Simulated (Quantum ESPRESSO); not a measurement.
## CoO: zone-centre phonons under several settings

```xyz
2
Lattice="-1.5080 1.5080 2.1072 1.5080 -1.5080 2.1072 1.5080 1.5080 -2.1072" Properties=species:S:1:pos:R:3 pbc="T T T"
Co    0.0000    0.0000    0.0000
O     0.0000    0.0000    2.1072
```

All runs used Quantum ESPRESSO 7.5; relaxed cell; collinear spin, ferromagnetic start.

| level | potentials | k mesh (s: shifted) | cutoff (eV) | occupations | volume (Å³/atom) | pressure (GPa) | lowest optical mode without the field (cm⁻¹) | highest optical mode without the field (cm⁻¹) |
| --- | --- | --- | --- | --- | --- | --- | --- | --- |
| PBE | JTH 2.0 PBE | 10 × 10 × 10 | 707 | cold, width 0.272 eV | 9.57 | 0.0 | 176 | 180 |
| PBEsol | GBRV 1.5 PBEsol | 8 × 8 × 8 | 762 | cold, width 0.2 eV | 9.12 | -0.1 | 128 | 130 |
| LDA | JTH 2.0 LDA | 10 × 10 × 10 | 707 | cold, width 0.272 eV | ? | 0.3 | ? | ? |

What stands in the row left open?

Volume 8.46 Å³/atom; lowest optical mode without the field 253 cm⁻¹; highest optical mode without the field 253 cm⁻¹.

Caveats: some runs use coarse meshes; the cell relaxed to another space group than the one typed; a cell with one magnetic atom can't hold antiferromagnetic order, which such compounds often take; the mesh is thin for the phonons of a metal (some runs).

For the row left open. Caveat: the mesh is thin for the phonons of a metal; the cell relaxed to another space group than the one typed; a cell with one magnetic atom can't hold antiferromagnetic order, which such compounds often take.
